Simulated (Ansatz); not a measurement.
Bulk crystal (SiNi2) after relaxation:

```
Si Ni
1.0
     5.02129    0.00000    0.00000
     0.00000    3.73067    0.00000
     0.00000    0.00000    7.07589
Si Ni
4 8
Direct
  0.28699 0.25000 0.61463
  0.71301 0.75000 0.38537
  0.78699 0.25000 0.88537
  0.21301 0.75000 0.11463
  0.45942 0.25000 0.29612
  0.54058 0.75000 0.70388
  0.95942 0.25000 0.20388
  0.04058 0.75000 0.79612
  0.33064 0.25000 0.93965
  0.66936 0.75000 0.06035
  0.83064 0.25000 0.56035
  0.16936 0.75000 0.43965
```

Miller indices refer to the conventional cell of Pnma (No. 62), a = 5.021 Å, b = 3.731 Å, c = 7.076 Å, α = 90.00°, β = 90.00°, γ = 90.00°.

Method: DFT PBE, scalar-relativistic, plane waves, PAW in Ansatz. Cutoff 420 eV, Gaussian smearing of 0.10 eV, no spin polarisation. A dipole correction acts along the normal.

A relaxed slab with low-index faces, about a nanometre thick, has these properties:

```
Surface energy (mean of both faces) : 2.01 J/m²
Work function                       : 4.48 eV
```

Q: Which low-index plane was cut, and which atoms end it?

A: The (001) plane, with Ni in the top plane and Ni in the bottom one as cut, before relaxation. The planes from bottom to top: Ni, Si, Ni, Ni, Si, Ni, Ni, Si, Ni, Ni, Si, Ni, Ni, Si, Ni, Ni, Si, Ni, Ni, Si, Ni, Ni, Si, Ni.